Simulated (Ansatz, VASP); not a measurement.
## Na: VASP beside Ansatz

```
Na
1.0
    -2.11750    2.14926    2.11750
     2.11750   -2.14926    2.11750
     2.11750    2.14926   -2.11750
Na
1
Direct
  0.00000 0.00000 0.00000
```

Change from the starting cell: strain +0.0150 x Voigt [0, 1, 0, 0, 0, 0], atoms carried along.

Alike in both runs: task single point; functional LDA; k mesh 16 × 16 × 16; occupations gaussian, width 0.15 eV; no spin polarisation.

```csv
,VASP,Ansatz
version,VASP 6.6.1,Ansatz 0.2.0
potentials or method,"VASP PAW LDA potentials, release 64 (Na_pv)","scalar-relativistic, plane waves, PAW"
plane-wave cutoff (eV),520,420
valence electrons in the cell,7,9
```

|  | VASP | Ansatz | Ansatz less VASP |
| --- | --- | --- | --- |
| gap on the k mesh at the Fermi level (eV) | none | none | - |
| pressure (GPa) | -1.0 | -1.0 | +0.01 |

A gap of «none» marks a metal or a gap that the smearing closes. The two sets of potentials don't hold the same shells in valence.
